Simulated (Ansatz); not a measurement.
SnO2 (Cassiterite):

```xyz
6
Lattice="4.7380 0.0000 0.0000 0.0000 4.7380 0.0000 0.0000 0.0000 3.1865" Properties=species:S:1:pos:R:3 pbc="T T T"
Sn    2.3690    2.3690    1.5933
Sn    0.0000    0.0000    0.0000
O     3.8240    0.9140    1.5933
O     3.2830    3.2830    0.0000
O     0.9140    3.8240    1.5933
O     1.4550    1.4550    0.0000
```

Program: Ansatz 0.2.0. Alike in all runs: level PBE; cell as given; k mesh 6 × 6 × 8; smearing fermi-dirac 0.05 eV. Hardware: 2 threads of Arm Neoverse V2, on a shared host.

Problem. Order these runs on this cell by their wall time, lowest first.
A. task band structure; potentials or basis Ansatz PAW polarizable; spin off; cutoff (eV) 420; points for each segment of the path 14
B. task band structure; potentials or basis Ansatz PAW; spin SOC, no magnetisation; cutoff (eV) 420; points for each segment of the path 14
C. task single point; potentials or basis Ansatz PAW; spin off; cutoff (eV) 350

Solution. C (2.8 s), A (8.1 s), B (140 s).

Caveats: the cutoff lies under the one recommended for these potentials (some runs).
